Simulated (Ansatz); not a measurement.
Runs of Ansatz 0.2.0 on BN. It takes space group F-43m (No. 216, cubic). Conventional cell: a = 3.626 Å, b = 3.626 Å, c = 3.626 Å, α = 90.00°, β = 90.00°, γ = 90.00°. Around N (site symmetry -43m) lie 4 B at 1.57 Å. B (site symmetry -43m) has 4 N at 1.57 Å as nearest neighbours. The cell is a database's computed one.

```csv
task,level,cell,cutoff (eV),points for each segment of the path,gap on the mesh (eV),pressure (GPa),relaxed volume (Å³/atom)
band structure,r2SCAN,as given,500,14,(b),-5.2,-
relaxation of cell and atoms,BLYP,relaxed,420,-,(c),0.0,(a)
band structure,BLYP,as given,420,14,4.93,6.4,-
relaxation of cell and atoms,revPBE,relaxed,420,-,4.54,0.0,6.02
```

Alike in all rows: potentials or basis Ansatz PAW; no spin polarisation; k mesh 13 × 13 × 13; smearing fermi-dirac 0.05 eV.

Problem. Estimate the missing entries.

Solution. (a) 6.06; (b) 5.06; (c) 4.91.

Caveats: the PAW data sets come from PBE, with cores solved anew for the run's functional, which leaves a small shift of forces and pressure; the k mesh misses the band edges, so the gap on the mesh is wider than the one along the path (some runs); odd divisions of the mesh miss points on the zone boundary, where band edges often lie, so the gap on the mesh can be too wide (some runs); the plane-wave basis is chosen anew once the cell has moved, so the energies of steps on either side of that aren't comparable (some runs).

Runs at the PBE level aren't shown here.
